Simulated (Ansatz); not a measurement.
# AlGa3N4: the cost of one run

Computed with Ansatz 0.2.0 (DFT r2SCAN, scalar-relativistic, plane waves, PAW, unless a step's input says otherwise).

1 further run of the same task is left out (set aside as unsound or not needed). Runs told in other sessions of the task aren't counted.

## (1) Starting point

Symmetry: P-43m, No. 215, cubic system. Conventional cell: a = 4.465 Å, b = 4.465 Å, c = 4.465 Å, α = 90.00°, β = 90.00°, γ = 90.00°. Around Al (site symmetry -43m) lie 4 N at 1.89 Å. Ga (site symmetry -42m) has 4 N at 1.95 Å in its first shell of neighbours. N (site symmetry 3m) is surrounded by 1 Al at 1.89 Å and 3 Ga at 1.95 Å.

Structure file:

```
CELL_PARAMETERS angstrom
4.46534 0.00000 0.00000
0.00000 4.46534 0.00000
0.00000 0.00000 4.46534
ATOMIC_POSITIONS crystal
Al 0.00000 0.00000 0.00000
Ga 0.50000 0.50000 0.00000
Ga 0.50000 0.00000 0.50000
Ga 0.00000 0.50000 0.50000
N 0.75535 0.75535 0.24465
N 0.75535 0.24465 0.75535
N 0.24465 0.75535 0.75535
N 0.24465 0.24465 0.24465
```

It goes back to an entry of the Materials Project, which need not be the stable form.

This cell was relaxed beforehand with the same method: volume 11.13 Å³/atom, gap on the mesh 2.82 eV.

## (2) Zero of energy

The reference gives a free energy of -13457.5507 eV, pressure 0.01 GPa, largest force 0.001 eV/Å and gap on the mesh 2.82 eV. It was computed beforehand with the settings of the runs below.

## (3) Zone-centre phonons by finite displacements

Input file input.yaml:

```yaml
crystal:
  lattice:
    - [4.4653444522, 0.0, 0.0]
    - [0.0, 4.4653444522, 0.0]
    - [0.0, 0.0, 4.4653444522]
  atoms:
    - { symbol: Al, position: [0.0, 0.0, 0.0] }
    - { symbol: Ga, position: [0.5, 0.5, 0.0] }
    - { symbol: Ga, position: [0.5, 0.0, 0.5] }
    - { symbol: Ga, position: [0.0, 0.5, 0.5] }
    - { symbol: "N", position: [0.7553510553, 0.7553510553, 0.2446489447] }
    - { symbol: "N", position: [0.7553510553, 0.2446489447, 0.7553510553] }
    - { symbol: "N", position: [0.2446489447, 0.7553510553, 0.7553510553] }
    - { symbol: "N", position: [0.2446489447, 0.2446489447, 0.2446489447] }
basis:
  ecutwfc: 500
kpoints:
  mp_grid: { grid: [6, 6, 6] }
hamiltonian:
  xc: r2scan
scf:
  occupations: { method: gaussian, width: 0.05 }
output:
  eigenvalues: true
phonons:
  method: fd
  supercell: [1, 1, 1]
  amplitude: 0.02
  eigenvectors: true
  dielectric: false
```

Started as:

```
ansatz run input.yaml --threads 2 --pin off --max-ram 5120MiB --backend cpu --events-out ev --progress --plain --runs-dir out
```

What time and memory should one allow on 2 threads of Arm Neoverse V2, shared host?

About 1.9 min, with a peak of 1.1 GiB.
